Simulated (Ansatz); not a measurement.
GeO₂:
```
GeO2
1.0
    5.09118     0.00000     0.00000
   -2.54559     4.40909     0.00000
    0.00000     0.00000     5.76870
Ge O
3 6
Direct
  0.45555   0.00000   0.66667
  0.00000   0.45555   0.33333
  0.54445   0.54445   0.00000
  0.39729   0.29832   0.75807
  0.29832   0.39729   0.24193
  0.70168   0.09897   0.42474
  0.60271   0.90103   0.90860
  0.90103   0.60271   0.09140
  0.09897   0.70168   0.57526
```

Relaxed with PBE. Independent-particle spectrum: no excitons, no local fields, no scissors shift; 0.1 eV broadening; ε₁ of the summed bands alone.

Question: Tabulate the dielectric function from PBE in the plane-wave PAW code Ansatz.

Answer: 

| E (eV) | ε₁ xx | ε₂ xx | ε₁ zz | ε₂ zz |
|---|---|---|---|---|
| 0.0 | 3.16 | 0.00 | 3.25 | 0.00 |
| 0.5 | 3.17 | 0.00 | 3.26 | 0.00 |
| 1.0 | 3.20 | 0.00 | 3.29 | 0.00 |
| 1.5 | 3.25 | 0.00 | 3.35 | 0.00 |
| 2.0 | 3.33 | 0.00 | 3.43 | 0.00 |
| 2.5 | 3.46 | 0.00 | 3.56 | 0.00 |
| 3.0 | 3.67 | 0.00 | 3.76 | 0.00 |
| 3.5 | 4.10 | 0.07 | 4.21 | 0.01 |
| 4.0 | 4.34 | 0.88 | 4.48 | 0.84 |
| 4.5 | 4.18 | 1.27 | 4.37 | 1.19 |
| 5.0 | 4.18 | 1.66 | 4.58 | 1.59 |
| 5.5 | 3.54 | 2.53 | 3.73 | 3.29 |
| 6.0 | 3.12 | 2.30 | 3.36 | 1.27 |
| 6.5 | 2.37 | 2.08 | 3.27 | 3.20 |
| 7.0 | 2.51 | 1.29 | 2.51 | 2.04 |
| 7.5 | 2.76 | 1.27 | 2.57 | 1.82 |
| 8.0 | 3.04 | 1.15 | 2.89 | 1.15 |
| 8.5 | 3.97 | 2.42 | 4.02 | 2.19 |
| 9.0 | 3.48 | 2.95 | 3.98 | 3.62 |
| 9.5 | 2.56 | 3.43 | 2.14 | 2.71 |
| 10.0 | 2.27 | 3.73 | 2.11 | 4.00 |
| 10.5 | 0.98 | 3.99 | 1.47 | 4.36 |
| 11.0 | 1.14 | 2.43 | 0.38 | 3.12 |
| 11.5 | 1.28 | 3.29 | 0.89 | 3.55 |
| 12.0 | 0.12 | 2.50 | 0.15 | 1.93 |

With all bands, ε∞ without local fields is 3.32 (xx = yy), 3.41 (zz). DFPT, with local fields, gives 3.11 (xx = yy), 3.23 (zz).

Space group P3_221. Symmetry was held in the PBE relaxation. Spin–orbit coupling is left out wherever it is not named.

Potentials: the later of the program's two PAW sets.
